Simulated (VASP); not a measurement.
PbSe (Clausthalite): single point with PBE

**Measured values to compare with.**

A printed reference work, monograph reports, for a bulk crystal of PbSe at 300 K: band gap 0.28 eV (direct).

Crystal: PbSe (Clausthalite).

```xyz
2
Lattice="0.0000 3.0606 3.0606 3.0606 0.0000 3.0606 3.0606 3.0606 0.0000" Properties=species:S:1:pos:R:3 pbc="T T T"
Pb    0.0000    0.0000    0.0000
Se    3.0606    3.0606    3.0606
```

* Program: VASP 6.6.1
* Task: single point
* Functional: PBE
* Potentials or basis: VASP PAW PBE potentials, release 64 (Pb_d, Se)
* Cutoff: 520 eV
* k mesh: 8 × 8 × 8
* Occupations: gaussian, width 0.05 eV
* Spin: no spin polarisation
* Further INCAR settings: ALGO = Normal; EDIFF = 1.00e-07

```
Pressure               : 2.4 GPa
Band gap on the k mesh : 0.29 eV, direct
```

Levels at points of the mesh, in eV from the valence-band top:
```csv
k point,band 8,band 9,band 10,band 11,band 12,band 13
"(0.00, 0.00, 0.00)",-1.88,-1.88,-1.88,4.71,4.71,4.71
"(0.50, 0.00, 0.00)",-1.47,-1.47,0.00,0.29,1.70,1.70
"(0.50, 0.50, 0.00)",-4.98,-3.24,-3.24,3.69,5.61,5.61
```

It took 40 s on 1 thread of Intel(R) Xeon(R) Platinum 8375C CPU @ 2.90GHz (Ice Lake) (shared host), peak memory 0.18 GiB.

Against the measured gap of PbSe, 0.28 eV (direct; 300 K; a printed reference work, monograph), the calculated 0.29 eV is off by +0.01 eV. 2 values of this kind are on record (0.15 to 0.28 eV); this one was drawn at random. Spin-orbit coupling on Pb, Se is left out. The value is that of PBE on a finite k mesh, which can miss the band edges, without temperature or zero-point motion.

Caveat: spin-orbit coupling is left out, which as a rule narrows the gap of such compounds by several tenths of an eV.
